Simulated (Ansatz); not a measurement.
# GaN (F-43m) in Ansatz: a series of runs

Aim: see how the results for GaN move with the level of theory and the settings. Levels: BPBE, PBE. Tasks: relaxation of cell and atoms, single point.

All numbers are computed with Ansatz 0.2.0; they aren't measurements. Logs are shortened: lines on timing, memory, paths and dates and some standing lists are left out, and cuts for length are marked.

**Experimental background.**

From a printed reference work, textbook, for a bulk crystal of GaN at 0 K: band gap 3.299 eV (direct).

The results are compared with them further down.

### 1 Starting point

The structure is cubic, space group F-43m (No. 216). Conventional cell: a = 4.507 Å, b = 4.507 Å, c = 4.507 Å, α = 90.00°, β = 90.00°, γ = 90.00°. Around Ga (site symmetry -43m) lie 4 N at 1.95 Å. N (site symmetry -43m) has 4 Ga at 1.95 Å as nearest neighbours.

The cell is a database's computed one.

### 2 Relaxation of cell and atoms, BPBE

input.yaml reads:

```yaml
crystal:
  lattice:
    - [0.0, 2.2535006075, 2.2535006075]
    - [2.2535006075, 0.0, 2.2535006075]
    - [2.2535006075, 2.2535006075, 0.0]
  atoms:
    - { symbol: Ga, position: [0.0, 0.0, 0.0] }
    - { symbol: "N", position: [0.25, 0.25, 0.25] }
hamiltonian:
  xc: { exchange: b88, correlation: pbe }
  pseudopotentials: { kind: paw }
kpoints:
  mp_grid: { grid: [10, 10, 10] }
scf:
  occupations: { method: fermi_dirac, width: 0.05 }
output:
  forces: true
  stress: true
  write_density: true
  write_potential: true
  elf: true
  volumetric_format: npy
relax:
  f_tol: 0.01
  max_steps: 40
  cell: { stress_tol: 0.05 }
```

Potentials or basis: Ansatz PAW.

Started as:

```
> ansatz run input.yaml --threads 2 --pin off --max-ram 5120MiB --backend cpu --events-out ev --progress --plain --runs-dir out
```

The log of the run:

```text
Warning: RAYON_NUM_THREADS=2 ignored (pool sized by the plan → 2); use --threads N
Engine: ansatz 0.2.0, aarch64-unknown-linux-gnu
Pseudopotentials: kind: paw
Pseudopotential: Ga, paw, valence charge 13, recommended cutoff 420 eV (normal), Ga.paw.azcp
Pseudopotential: N, paw, valence charge 5, recommended cutoff 420 eV (normal), N.paw.azcp
Functional definition: unnamed
  exchange = b88_x
  correlation = pbe_c
Crystal: 2 atoms, lattice volume = 22.888 Å³
Basis set: ecut = 420 eV, 459 PW (Γ), exchange–correlation on 48×48×48 points (8 copies of the dense FFT grid, shifted against one another)
Bands: 13, of which v1, the nominal top of the filled ones, is band 9 counted from 1 (8 counted from 0)
Symmetry: 24 space group operations
Space group: F-43m (ITA 216), of the structure as read, at distance tolerance 2.8e-5 Å
k-points: 47 of 1000 (time reversal used)
Non-local potential: Ga, projectors of the file, l = 0: 2, l = 1: 2, l = 2: 3, l = 3: 1
Non-local potential: N, projectors of the file, l = 0: 2, l = 1: 2, l = 2: 1
PAW form: soft (Blöchl's): semilocal exchange-correlation on the pseudo side does not see the compensation charge
PAW frozen core: Ga, regenerated for the run's functional, and the local potential with it (the file was generated under x = pbe(κ = 0.804, μ = 0.2195149727645171), c = pbe(β = 0.06672455060314922))
PAW frozen core: N, regenerated for the run's functional, and the local potential with it (the file was generated under x = pbe(κ = 0.804, μ = 0.2195149727645171), c = pbe(β = 0.06672455060314922))
PAW one-centre angular grid: Ga, 590 points (default); XC on 64 Gauss nodes
PAW one-centre angular grid: N, 110 points (default); XC on 64 Gauss nodes
Initial density: superposition of atomic densities (neutral atoms: chi_scale 0, normalization atom), corrected by the library's trained network
Initial wavefunctions: pseudopotential atomic-orbital guess
Functional: x = b88, c = pbe(β = 0.06672455060314922)
SCF iter   1: F=—  HF=-4178.512960 eV  |F-HF|=—  |Δ(HF+E_count)|=         —  Δρ=1.54e-3  dr2=2.51e-4  ethr=1.77e-3  ⟨swp⟩=5.0  Hψ=3174  notcnv=0
preconditioner: auto → none  [insulator: Δε(μ)=1.712 eV  Ē_g=18.789 eV  σ=0.050 eV  W_gap=1.00  n_scr=8 (ndim 8)  ℏωp=32.9 eV  f_vac=0.001  D(μ)=0.00/eV (n_scr^D=0)  ε∞_Penn≈4.1]
SCF iter   2: F=—  HF=-4178.513012 eV  |F-HF|=—  |Δ(HF+E_count)|=   5.15e-5  Δρ=6.38e-4  dr2=3.67e-5  ethr=1.39e-6  ⟨swp⟩=2.0  Hψ=1411  notcnv=0
SCF iter   3: F=—  HF=-4178.513024 eV  |F-HF|=—  |Δ(HF+E_count)|=   1.23e-5  Δρ=2.70e-4  dr2=5.33e-6  ethr=2.04e-7  ⟨swp⟩=2.1  Hψ=1001  notcnv=0
SCF iter   4: F=—  HF=-4178.513042 eV  |F-HF|=—  |Δ(HF+E_count)|=   1.78e-5  Δρ=4.80e-5  dr2=1.60e-7  ethr=2.96e-8  ⟨swp⟩=2.3  Hψ=1034  notcnv=0
iter 5 did not close the SCF: its close was put off for the readings that it lacked (scf_convergence_deferred on its scf_iter line)
SCF iter   5: F=-4178.513043 eV  HF=-4178.513043 eV  |F-HF|=3.89e-9  |Δ(HF+E_count)|=   1.00e-6  Δρ=6.41e-6  dr2=3.32e-9  ethr=8.89e-10  ⟨swp⟩=2.0  Hψ=1032  notcnv=0
SCF iter   6: F=-4178.513043 eV  HF=-4178.513043 eV  |F-HF|=8.19e-12  |Δ(HF+E_count)|=   4.26e-9  Δρ=4.13e-7  dr2=1.34e-11  ethr=1.84e-11  ⟨swp⟩=4.0  Hψ=2834  notcnv=0
SCF 1 converged in 6 iterations: F = -4178.513043 eV  dr2 = 1.34e-11
relax step   1: F+E_penalty+E_count = -4178.51304305 eV  Δ(F+E_penalty+E_count) = +0.000e0 eV  max|allowed force component| = 2.035e-16 eV/Å  Δτ_max = 0.0000 Å  P = +4.619 GPa  Ω = 22.888 Å³  (6 SCF iters, accepted)
Crystal: 2 atoms, lattice volume = 23.223 Å³
Initial density: handed on by an earlier stage of this run
Initial wavefunctions: those handed on with the density
iter 1 solved again at ethr=1.19e-5 eV; its pass at ethr=3.10e-3 eV (dr2=2.14e-3 eV) is discarded
SCF iter   1: F=—  HF=-4178.519207 eV  |F-HF|=—  |Δ(HF+E_count)|=         —  Δρ=2.84e-3  dr2=2.11e-3  ethr=1.19e-5  ⟨swp⟩=1.9  Hψ=3684  notcnv=0
preconditioner: auto → none  [insulator: Δε(μ)=1.594 eV  Ē_g=18.655 eV  σ=0.050 eV  W_gap=1.00  n_scr=8 (ndim 8)  ℏωp=32.7 eV  f_vac=0.003  D(μ)=0.00/eV (n_scr^D=0)  ε∞_Penn≈4.1]
SCF iter   2: F=—  HF=-4178.518728 eV  |F-HF|=—  |Δ(HF+E_count)|=   4.79e-4  Δρ=9.89e-4  dr2=2.94e-4  ethr=1.17e-5  ⟨swp⟩=1.8  Hψ=771  notcnv=0
SCF iter   3: F=—  HF=-4178.518673 eV  |F-HF|=—  |Δ(HF+E_count)|=   5.50e-5  Δρ=2.15e-4  dr2=5.72e-6  ethr=1.63e-6  ⟨swp⟩=2.4  Hψ=875  notcnv=0
SCF iter   4: F=—  HF=-4178.518669 eV  |F-HF|=—  |Δ(HF+E_count)|=   4.06e-6  Δρ=8.23e-5  dr2=7.87e-7  ethr=3.18e-8  ⟨swp⟩=2.1  Hψ=1000  notcnv=0
iter 5 did not close the SCF: its close was put off for the readings that it lacked (scf_convergence_deferred on its scf_iter line)
SCF iter   5: F=-4178.518669 eV  HF=-4178.518669 eV  |F-HF|=7.09e-11  |Δ(HF+E_count)|=   4.13e-7  Δρ=9.62e-6  dr2=1.30e-8  ethr=4.37e-9  ⟨swp⟩=2.7  Hψ=957  notcnv=0
SCF iter   6: F=-4178.518669 eV  HF=-4178.518669 eV  |F-HF|=1.52e-10  |Δ(HF+E_count)|=   8.78e-9  Δρ=8.57e-7  dr2=9.15e-11  ethr=7.21e-11  ⟨swp⟩=4.4  Hψ=3146  notcnv=0
SCF 2 converged in 6 iterations: F = -4178.518669 eV  dr2 = 9.15e-11
relax step   2: F+E_penalty+E_count = -4178.51866903 eV  Δ(F+E_penalty+E_count) = -5.626e-3 eV  max|allowed force component| = 9.252e-17 eV/Å  Δτ_max = 0.0000 Å  P = +1.828 GPa  Ω = 23.223 Å³  energy of the carried Pulay correction = -1.089e-3 eV  (6 SCF iters, dr2 threshold 2.00e-7 eV, accepted)
Crystal: 2 atoms, lattice volume = 23.448 Å³
iter 1 solved again at ethr=5.09e-6 eV; its pass at ethr=3.10e-3 eV (dr2=9.16e-4 eV) is discarded
SCF iter   1: F=—  HF=-4178.519495 eV  |F-HF|=—  |Δ(HF+E_count)|=         —  Δρ=1.85e-3  dr2=9.06e-4  ethr=5.09e-6  ⟨swp⟩=2.0  Hψ=3676  notcnv=0
preconditioner: auto → none  [insulator: Δε(μ)=1.539 eV  Ē_g=18.583 eV  σ=0.050 eV  W_gap=1.00  n_scr=8 (ndim 8)  ℏωp=32.5 eV  f_vac=0.003  D(μ)=0.00/eV (n_scr^D=0)  ε∞_Penn≈4.1]
SCF iter   2: F=—  HF=-4178.519290 eV  |F-HF|=—  |Δ(HF+E_count)|=   2.05e-4  Δρ=6.48e-4  dr2=1.28e-4  ethr=5.03e-6  ⟨swp⟩=1.8  Hψ=782  notcnv=0
[... 33 lines left out ...]
Crystal: 2 atoms, lattice volume = 23.473 Å³
iter 1 solved again at ethr=2.45e-8 eV; its pass at ethr=3.10e-3 eV (dr2=4.41e-6 eV) is discarded
SCF iter   1: F=—  HF=-4178.521227 eV  |F-HF|=—  |Δ(HF+E_count)|=         —  Δρ=1.29e-4  dr2=4.39e-6  ethr=2.45e-8  ⟨swp⟩=1.9  Hψ=3441  notcnv=0
preconditioner: auto → none  [insulator: Δε(μ)=1.545 eV  Ē_g=18.578 eV  σ=0.050 eV  W_gap=1.00  n_scr=8 (ndim 8)  ℏωp=32.5 eV  f_vac=0.002  D(μ)=0.00/eV (n_scr^D=0)  ε∞_Penn≈4.1]
SCF iter   2: F=—  HF=-4178.521227 eV  |F-HF|=—  |Δ(HF+E_count)|=   4.45e-7  Δρ=4.48e-5  dr2=6.12e-7  ethr=2.44e-8  ⟨swp⟩=1.8  Hψ=757  notcnv=0
iter 3 did not close the SCF: its close was put off for the readings that it lacked (scf_convergence_deferred on its scf_iter line)
SCF iter   3: F=-4178.521227 eV  HF=-4178.521227 eV  |F-HF|=2.44e-8  |Δ(HF+E_count)|=   1.14e-7  Δρ=9.91e-6  dr2=1.23e-8  ethr=3.40e-9  ⟨swp⟩=2.3  Hψ=857  notcnv=0
iter 4 did not close the SCF: its close was put off for the readings that it lacked (scf_convergence_deferred on its scf_iter line)
SCF iter   4: F=-4178.521227 eV  HF=-4178.521227 eV  |F-HF|=6.38e-10  |Δ(HF+E_count)|=   8.71e-9  Δρ=3.69e-6  dr2=1.62e-9  ethr=6.85e-11  ⟨swp⟩=2.1  Hψ=986  notcnv=0
iter 5 did not close the SCF: its close was put off for the readings that it lacked (scf_convergence_deferred on its scf_iter line)
SCF iter   5: F=-4178.521227 eV  HF=-4178.521227 eV  |F-HF|=6.37e-12  |Δ(HF+E_count)|=  9.19e-10  Δρ=4.22e-7  dr2=2.43e-11  ethr=9.01e-12  ⟨swp⟩=2.9  Hψ=1024  notcnv=0
SCF iter   6: F=-4178.521227 eV  HF=-4178.521227 eV  |F-HF|=0.00e0  |Δ(HF+E_count)|=  2.27e-11  Δρ=3.71e-8  dr2=1.84e-13  ethr=1.00e-12  ⟨swp⟩=4.0  Hψ=2798  notcnv=0
SCF 6 converged in 6 iterations: F = -4178.521227 eV  dr2 = 1.84e-13
relax step   6: F+E_penalty+E_count = -4178.52122685 eV  Δ(F+E_penalty+E_count) = +4.472e-5 eV  max|allowed force component| = 9.946e-17 eV/Å  Δτ_max = 0.0000 Å  P = +0.002 GPa  Ω = 23.473 Å³  energy of the carried Pulay correction = -5.082e-5 eV  (6 SCF iters, accepted)
iter 1 solved again at ethr=1.65e-8 eV; its pass at ethr=3.10e-3 eV (dr2=2.97e-6 eV) is discarded
SCF iter   1: F=—  HF=-4178.521273 eV  |F-HF|=—  |Δ(HF+E_count)|=         —  Δρ=3.62e-6  dr2=4.87e-10  ethr=1.65e-8  ⟨swp⟩=3.1  Hψ=4976  notcnv=0
preconditioner: auto → none  [insulator: Δε(μ)=1.546 eV  Ē_g=18.579 eV  σ=0.050 eV  W_gap=1.00  n_scr=8 (ndim 8)  ℏωp=32.5 eV  f_vac=0.002  D(μ)=0.00/eV (n_scr^D=0)  ε∞_Penn≈4.1]
SCF iter   2: F=—  HF=-4178.521271 eV  |F-HF|=—  |Δ(HF+E_count)|=   1.92e-6  Δρ=1.90e-6  dr2=1.39e-10  ethr=2.70e-12  ⟨swp⟩=2.0  Hψ=1039  notcnv=0
SCF iter   3: F=—  HF=-4178.521271 eV  |F-HF|=—  |Δ(HF+E_count)|=  3.97e-10  Δρ=4.31e-7  dr2=1.03e-11  ethr=1.00e-12  ⟨swp⟩=2.0  Hψ=1034  notcnv=0
iter 4 did not close the SCF: its close was put off for the readings that it lacked (scf_convergence_deferred on its scf_iter line)
SCF iter   4: F=-4178.521271 eV  HF=-4178.521271 eV  |F-HF|=0.00e0  |Δ(HF+E_count)|=  6.37e-12  Δρ=9.93e-8  dr2=6.68e-13  ethr=1.00e-12  ⟨swp⟩=2.4  Hψ=865  notcnv=0
iter 5 did not close the SCF: its close was put off for the readings that it lacked (scf_convergence_deferred on its scf_iter line)
SCF iter   5: F=-4178.521271 eV  HF=-4178.521271 eV  |F-HF|=9.09e-13  |Δ(HF+E_count)|=    0.00e0  Δρ=1.60e-8  dr2=1.43e-14  ethr=1.00e-12  ⟨swp⟩=1.0  Hψ=611  notcnv=0
iter 6 did not close the SCF: its close was put off for the readings that it lacked (scf_convergence_deferred on its scf_iter line)
SCF iter   6: F=-4178.521271 eV  HF=-4178.521271 eV  |F-HF|=1.82e-12  |Δ(HF+E_count)|=  2.73e-12  Δρ=2.90e-9  dr2=6.06e-16  ethr=1.00e-12  ⟨swp⟩=1.0  Hψ=611  notcnv=0
iter 7 did not close the SCF: its close was put off for the readings that it lacked (scf_convergence_deferred on its scf_iter line)
SCF iter   7: F=-4178.521271 eV  HF=-4178.521271 eV  |F-HF|=0.00e0  |Δ(HF+E_count)|=  1.82e-12  Δρ=3.03e-10  dr2=1.45e-17  ethr=1.00e-12  ⟨swp⟩=1.0  Hψ=611  notcnv=0
SCF iter   8: F=-4178.521271 eV  HF=-4178.521271 eV  |F-HF|=9.09e-13  |Δ(HF+E_count)|=  9.09e-13  Δρ=5.30e-11  dr2=1.42e-19  ethr=1.00e-12  ⟨swp⟩=1.1  Hψ=1421  notcnv=0
SCF 7 converged in 8 iterations: F = -4178.521271 eV  dr2 = 1.42e-19
relax step   7: F+E_penalty+E_count = -4178.52127081 eV  Δ(F+E_penalty+E_count) = -4.396e-5 eV  max|allowed force component| = 8.558e-17 eV/Å  Δτ_max = 0.0000 Å  P = +0.004 GPa  Ω = 23.473 Å³  stress off target by 3.54e-3 GPa  SCF on the basis re-selected at this cell (its energy is not comparable with the rows above)  (8 SCF iters)
basis re-selected at this cell: Δ(F+E_penalty+E_count) = -4.396e-5 eV, ΔP = +0.001 GPa vs the last step (what re-selecting the basis moved, of the pressure what is left beyond the Pulay correction that the steps carried, after the strain that the cell walked since its last selection, with what the two solves' SCF thresholds leave and, on support functions, any second-order correction that the steps lacked; it is no measure of the basis error at this ecutwfc). This SCF's stress stands 3.54e-3 GPa from its target on what of the cell is left free (relax.cell.stress_tol is 5.00e-2 GPa) and its largest allowed force component is 8.56e-17 eV/Å (relax.f_tol is 1.00e-2 eV/Å): within both
SCF converged after 8 iterations
Free energy (F): -4178.521271 eV
Harris-Foulkes:  -4178.521271 eV  (|F-HF|=9.09e-13)
Internal energy: -4178.521271 eV  (E = F + TS)
E sigma→0 (E₀):  -4178.521271 eV
Fermi energy:    10.035972 eV
--- Per-component energies (eV) ---
  E_band       = -13.034702
  E_kinetic    = 246.106732
  E_local      = -1970.196198  (includes V_loc(G=0)·N_el)
  E_nonlocal   = 474.382954
  E_hartree    = 904.678918
  E_xc         = -128.903716
  E_vxc        = -134.055997  (∫ρ·V_xc dr)
  E_paw        = -2130.374225  (= ΣΔE_a)
  E_vpaw       = -438.630056  (= ΣTr[D̂ρ^β])
  E_aug_tail   = 0.000027  (compensation charges beyond the density's cutoff)
  E_ewald      = -1574.126832
  E_core_change = -0.088931  (= ΣΔE_core)
  E_smearing   = -0.000000  (= −TS)
  E_closure    = 0.000000  (closes the sum)
  Σ components = -4178.521271   (vs F -4178.521271, Δ=0.00e0)
--- Forces (eV/Å), atoms counted from 1 ---
  atom   1  Ga     0.00000000    -0.00000000    -0.00000000
  atom   2  N      0.00000000     0.00000000     0.00000000
  max |Σ_I F_I| component: 7.86e-17 eV/Å
--- Stress (GPa, compression-positive) ---
        0.003542       0.000000       0.000000
        0.000000       0.003542       0.000000
        0.000000       0.000000       0.003542
  P = ⅓ Tr σ = 0.0035 GPa (0.035 kbar)
--- Band table (eV; the first three rows and the last of 47) ---
  k-point 0: bands = ["-6.5017", "-4.2827", "-4.2827", "-4.2827", "-3.9912", "-3.9912", "9.2175", "9.2175", "9.2175", "10.7639", "19.3655", "19.3655", "19.3655"]
  k-point 1: bands = ["-6.3995", "-4.2703", "-4.2703", "-4.2404", "-3.9923", "-3.9923", "8.1043", "9.1141", "9.1141", "11.6450", "18.8686", "19.5230", "19.5230"]
  k-point 2: bands = ["-6.1477", "-4.2413", "-4.2413", "-4.0661", "-3.9911", "-3.9911", "6.3281", "8.8609", "8.8609", "12.7182", "18.0956", "19.7794", "19.7794"]
  k-point 46: bands = ["-5.5689", "-4.1498", "-4.1141", "-3.9933", "-3.9660", "-2.0441", "3.5634", "5.7382", "5.7814", "14.9991", "17.1678", "19.7253", "20.2898"]
--- Relaxed structure (5 steps of the walk, 5 accepted, 2 SCFs on fresh bases) ---
  F+E_penalty+E_count = -4178.52127081 eV   max|allowed force component| = 8.558e-17 eV/Å   (the final SCF, on the basis selected at the relaxed cell)
  cell:  # Å, volume = 23.4732 Å³
    - [1.1208721920590939e-33, 2.272552351371815, 2.272552351371815]
    - [2.272552351371815, 3.3995150828166835e-33, 2.272552351371815]
    - [2.272552351371815, 2.272552351371815, 1.1097813540621446e-33]
  atoms:
    - { symbol: Ga, position: [-3.3028243877438154e-34, 3.4452642535225245e-34, 3.2494094380767996e-34] }
    - { symbol: N, position: [0.24999999999999997, 0.24999999999999997, 0.24999999999999997] }
```

It took 6.3 s on 2 threads of Arm Neoverse V1, shared host; peak memory 0.31 GiB.

What came out:

```yaml
Free_energy: -4178.5213 eV
Relaxed_volume: 11.74 Å³/atom
Relaxed_cell: a = 3.214 Å, b = 3.214 Å, c = 3.214 Å, α = 60.00°, β = 60.00°, γ = 60.00°
Space_group_after_relaxing_to_0.05_Å: F-43m (No. 216)
Energy_gained_by_relaxing: 4.1 meV/atom
Ionic_steps: 7
Pressure_after_relaxing: 0.0 GPa
Band_gap_on_the_k_mesh: 1.55 eV, direct
```

The path:
```
step  energy change (eV)  largest force (eV/Å)  volume (Å³)
   1              0.0000                0.0000        22.89
   2             -0.0056                0.0000        23.22
   3             -0.0062                0.0000        23.45
   4             -0.0062                0.0000        23.46
   5             -0.0082                0.0000        23.46
   6             -0.0082                0.0000        23.47
   7             -0.0082                0.0000        23.47
```

Final structure:
```yaml
crystal:
  lattice:
    - [0.00000, 2.27255, 2.27255]
    - [2.27255, 0.00000, 2.27255]
    - [2.27255, 2.27255, 0.00000]
  atoms:
    - { symbol: Ga, position: [0.00000, 0.00000, 0.00000] }
    - { symbol: N, position: [0.25000, 0.25000, 0.25000] }
```

Levels at points of the mesh, in eV from the valence-band top:
| k point | band 5 | band 6 | band 7 | band 8 | band 9 | band 10 | band 11 | band 12 | band 13 |
| --- | --- | --- | --- | --- | --- | --- | --- | --- | --- |
| (0.00, 0.00, 0.00) | -13.21 | -13.21 | 0.00 | 0.00 | 0.00 | 1.55 | 10.15 | 10.15 | 10.15 |
| (0.00, 0.00, -0.50) | -13.17 | -11.93 | -6.87 | -0.94 | -0.94 | 4.46 | 8.59 | 10.23 | 10.23 |
| (0.00, -0.50, -0.50) | -13.14 | -11.49 | -6.02 | -2.61 | -2.61 | 3.35 | 6.51 | 11.52 | 13.68 |

Caveat: the plane-wave basis is chosen anew once the cell has moved, so the energies of steps on either side of that aren't comparable; the pressure holds a Pulay correction of +0.5 GPa for the finite cutoff; the PAW data sets come from PBE, with cores solved anew for the run's functional, which leaves a small shift of forces and pressure.

### 3 Single point, PBE

Changes to input.yaml since step 2:

```diff
@@ -9,3 +9,3 @@
 hamiltonian:
-  xc: { exchange: b88, correlation: pbe }
+  xc: pbe
   pseudopotentials: { kind: paw }
@@ -15,2 +15,4 @@
   occupations: { method: fermi_dirac, width: 0.05 }
+basis:
+  ecutwfc: "350 eV"
 output:
@@ -18,2 +20,3 @@
   stress: true
+  eigenvalues: true
   write_density: true
@@ -22,5 +25 @@
   volumetric_format: npy
-relax:
-  f_tol: 0.01
-  max_steps: 40
-  cell: { stress_tol: 0.05 }
```

Potentials or basis: Ansatz PAW.

Started as:

```
> ansatz run input.yaml --threads 2 --pin off --max-ram 5120MiB --backend cpu --events-out ev --progress --plain --runs-dir out
```

Run time: 0.9 s. Hardware: 2 threads of Arm Neoverse V1, shared host; peak memory 0.28 GiB.

It converged, with:

| Quantity | Value |
| --- | --- |
| Free energy | -4167.8334 eV |
| Pressure | 4.6 GPa |
| Band gap on the k mesh | 1.70 eV, direct |

Levels at points of the mesh, in eV from the valence-band top:
```
             k point  band 7  band 8  band 9  band 10  band 11  band 12
  (0.00, 0.00, 0.00)    0.00    0.00    0.00     1.70    10.31    10.31
 (0.00, 0.00, -0.50)   -7.04   -0.97   -0.97     4.63     8.72    10.36
(0.00, -0.50, -0.50)   -6.13   -2.70   -2.70     3.35     6.67    11.70
```

Caveat: the pressure holds a Pulay correction of +3.5 GPa for the finite cutoff; the cutoff lies under the one recommended for these potentials.

(Continued in part 2 of 2.)
